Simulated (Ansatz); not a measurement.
Consider TiSe2 (1T sheet).

The cell holds 3 atoms: 1 Ti and 2 Se. Its edges and angles: a = 3.541 Å, b = 3.541 Å, c = 29.711 Å, α = 90.0°, β = 90.0°, γ = 120.0°. Vacuum lies along c.

```
Ti Se
1.0
     0.00000    2.50360    2.50360
     2.50360   -2.50360    0.00000
    17.15388   17.15388  -17.15388
Ti Se
1 2
Direct
  0.00000 0.00000 0.31900
  0.33333 0.66667 0.37104
  0.66667 0.33333 0.26696
```

The structure was relaxed with PBE. The structure was generated from a model, not taken from a measurement. The runs that relaxed it are not among those shown. The program's search for lower electronic states was switched off, so nothing shows that the state found is the lowest. PAW set soft_2, made with PBE.

A constrained-RPA run (Ansatz 0.2.0; non-magnetic PBE; Ti t2g + anion p, bands v6 to c3, 6×6×1 mesh, medium accuracy) builds 9 functions on bands 6.7 eV wide, with 12.0 electrons in the window. The bare on-site interaction is 16.0 eV and the bare J 0.58 eV.

What U and J survive the screening?

On the Ti t2g shell, U = 4.96 eV (31 % of the bare value), U′ = 4.03 eV, J = 0.46 eV.

The parent state is non-magnetic and the interaction static (zero frequency); U depends on the window and the orbitals, so it belongs to this model alone. A window that holds the anion p bands defines a model with explicit ligands; its U belongs to that model and is not the U of DFT+U.

[Paths, hosts, dates, memory and timing lines, banners, echoed tables and standing remarks are left out of the program output.]

[Logs are printed without paths, hosts, clocks, repeated set-up lines and the standing remarks that a program may print on its own settings, such as how far it seeks lower states.]

[Runs of the session that timed out or met a known fault of the program may be left out.]

[Hosts, paths, dates, database ids (printed as entryN), source tags and the programs' standing remarks are cut or masked in the printed files.]
